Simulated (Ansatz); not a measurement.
An ordered 4-atom cell of ScAlN2 on the rocksalt lattice (P4/mmm), relaxed with r2SCAN. Space group P4/mmm (No. 123), tetragonal; conventional cell a = 3.045 Å, c = 4.319 Å, 10.01 Å³ an atom. Around Sc lie 6 N at 2.15–2.16 Å; around N lie 4 Al at 2.15 Å and 2 Sc at 2.16 Å; around Al lie 6 N at 2.15–2.16 Å; around N lie 4 Sc at 2.15 Å and 2 Al at 2.16 Å.

```cif
data_structure
_symmetry_space_group_name_H-M 'P4/mmm'
_symmetry_Int_Tables_number 123
_cell_length_a 3.0446
_cell_length_b 3.0446
_cell_length_c 4.3190
_cell_angle_alpha 90.000
_cell_angle_beta 90.000
_cell_angle_gamma 90.000
_cell_volume 40.04
loop_
_atom_site_label
_atom_site_type_symbol
_atom_site_symmetry_multiplicity
_atom_site_Wyckoff_symbol
_atom_site_fract_x
_atom_site_fract_y
_atom_site_fract_z
_atom_site_occupancy
Sc1 Sc 1 a 0.00000 0.00000 0.00000 1
N1 N 1 b 0.00000 0.00000 0.50000 1
Al1 Al 1 d 0.50000 0.50000 0.50000 1
N2 N 1 c 0.50000 0.50000 0.00000 1
```

The questions ask for values computed with Ansatz on this geometry. No spin polarisation. The prototype was imposed, so other structures may be more stable.

Given (8×8×6 mesh): With PBE the gap is 0.71 eV and direct, at Γ.

Q: Estimate the gap with r2SCAN on 8×8×6.

A: With r2SCAN the gap is 1.13 eV and direct, at Γ. The gap differs by +0.42 eV from PBE's.

Q: Estimate the gap with HSE06 on 6×6×4.

A: The HSE06 gap is direct at Γ: 1.84 eV. The gap differs by +1.13 eV from PBE's.

Q: How does the gap change from PBE to PBE0 (6×6×4)?

A: The PBE0 gap is direct at Γ: 2.53 eV. The gap differs by +1.82 eV from PBE's.

Q: Roughly how does the cost of the PBE0 run (6×6×4) compare with r2SCAN's (8×8×6)?

A: About 15 times as much (110 core-seconds against 7 core-seconds, on a shared machine).

The meshes of the hybrids are coarse, so their gaps aren't converged to the digits shown.
